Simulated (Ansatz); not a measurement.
# Si8HO16: the cost of one run

Method: DFT PBE+D3(BJ), plane waves, PAW, scalar-relativistic, collinear spin, in Ansatz 0.2.0.

### Step 1. Starting point

The cell holds 25 atoms (HO16Si8): a = 7.880 Å, b = 7.802 Å, c = 7.242 Å, α = 63.95°, β = 62.03°, γ = 57.89°.

Its coordinates follow in the input file.

### Step 2. Relaxing end A

The input, input.yaml:

```yaml
crystal:
  lattice:
    - [-0.257888, 5.256267, 5.865209]
    - [5.144857, -0.075536, 5.865209]
    - [4.901055, 5.331803, 0.0]
  atoms:
    - { symbol: Si, position: [0.0611, 0.03883, 0.17534] }
    - { symbol: Si, position: [0.243115, 0.600005, 0.251095] }
    - { symbol: Si, position: [0.181495, 0.918805, 0.558895] }
    - { symbol: Si, position: [0.34077, 0.19876, 0.15188] }
    - { symbol: O, position: [0.323425, 0.679025, 0.659965] }
    - { symbol: O, position: [0.24699, 0.43938, 0.16049] }
    - { symbol: O, position: [0.56147, 0.43058, 0.92215] }
    - { symbol: O, position: [0.19802, 0.17807, 0.06313] }
    - { symbol: O, position: [0.32362, 0.05283, 0.39912] }
    - { symbol: O, position: [0.981855, 0.027475, 0.746365] }
    - { symbol: O, position: [0.675085, 0.333505, 0.586115] }
    - { symbol: O, position: [0.58346, 0.11375, 0.99576] }
    - { symbol: Si, position: [0.5611, 0.53883, 0.67534] }
    - { symbol: Si, position: [0.743115, 0.100005, 0.751095] }
    - { symbol: Si, position: [0.681495, 0.418805, 0.058895] }
    - { symbol: Si, position: [0.84077, 0.69876, 0.65188] }
    - { symbol: O, position: [0.823425, 0.179025, 0.159965] }
    - { symbol: O, position: [0.74699, 0.93938, 0.66049] }
    - { symbol: O, position: [0.06147, 0.93058, 0.42215] }
    - { symbol: O, position: [0.69802, 0.67807, 0.56313] }
    - { symbol: O, position: [0.82362, 0.55283, 0.89912] }
    - { symbol: O, position: [0.481855, 0.527475, 0.246365] }
    - { symbol: O, position: [0.175085, 0.833505, 0.086115] }
    - { symbol: O, position: [0.08346, 0.61375, 0.49576] }
    - { symbol: H, position: [0.3314393, 0.3543223, 0.6973186], spin: 1.0 }
magnetization:
  spin_polarized: true
basis:
  ecutwfc: 420.0
kpoints:
  mp_grid: { grid: [2, 2, 2] }
hamiltonian:
  xc: pbe
  dispersion: d3bj
  pseudopotentials: { kind: paw, azcp: { folder: soft_1 } }
scf:
  occupations: { method: gaussian, width: 0.02 }
  lower_state_search: "off"
relax:
  f_tol: 0.03
  max_steps: 60
  adjacent_minimum: "off"
output:
  write_density: true
  write_potential: true
  elf: true
  volumetric_format: npy
```

The run is started by

```bash
ansatz run input.yaml --threads 2 --pin off --max-ram 5120MiB --backend cpu --events-out ev --progress --plain --runs-dir out
```

What time and memory should one allow on 2 threads of Arm Neoverse V2, shared host?

About 2.1 min, with a peak of 0.88 GiB.
